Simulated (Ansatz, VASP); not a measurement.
**One calculation of Zn, two programs**

INCAR

```
PREC = Accurate ; ENCUT = 520
EDIFF = 1E-7 ; ISMEAR = -1
SIGMA = 0.05 ; LREAL = False
LASPH = True ; NELM = 80
ALGO = Normal ; ISIF = 2
LWAVE = False ; LCHARG = False
GGA = PS ; NBANDS = 12
```

File KPOINTS:

```
regular mesh
0
Gamma
  12 12 12
```

File POSCAR:

```
Zn
1.0
   -1.5998102441      1.5998102441      1.5998102441
    1.5998102441     -1.5998102441      1.5998102441
    1.5998102441      1.5998102441     -1.5998102441
Zn
1
Direct
    0.0000000000      0.0000000000      0.0000000000
```

The input input.yaml:

```yaml
crystal:
  lattice:
    - [-1.5998102441, 1.5998102441, 1.5998102441]
    - [1.5998102441, -1.5998102441, 1.5998102441]
    - [1.5998102441, 1.5998102441, -1.5998102441]
  atoms:
    - { symbol: Zn, position: [0.0, 0.0, 0.0] }
hamiltonian:
  xc: pbesol
  pseudopotentials: { kind: paw }
kpoints:
  mp_grid: { grid: [12, 12, 12] }
scf:
  occupations: { method: fermi_dirac, width: 0.05 }
output:
  forces: true
  stress: true
  eigenvalues: true
  write_density: true
  write_potential: true
  elf: true
  volumetric_format: npy
```

Change from the starting cell: volume scaled by 1.06.

Alike in both runs: task single point; functional PBEsol; k mesh 12 × 12 × 12; occupations fermi-dirac, width 0.05 eV; no spin polarisation.

|  | VASP | Ansatz |
| --- | --- | --- |
| version | VASP 6.6.1 | Ansatz 0.2.0 |
| potentials or method | VASP PAW PBE potentials, release 64 (Zn) | Ansatz PAW |
| plane-wave cutoff (eV) | 520 | 420 |
| valence electrons in the cell | 12 | 12 |

|  | VASP | Ansatz | Ansatz less VASP |
| --- | --- | --- | --- |
| gap on the k mesh at the Fermi level (eV) | none | none | - |
| pressure (GPa) | -7.5 | -7.7 | -0.23 |

A gap of «none» marks a metal or a gap that the smearing closes. The functional is the same, so the differences come from potentials, cutoffs and numerics.

Caveats: the PAW data sets were made with another functional, which shifts forces and pressure a little (VASP); the PAW data sets come from PBE, with cores solved anew for the run's functional, which leaves a small shift of forces and pressure (Ansatz).
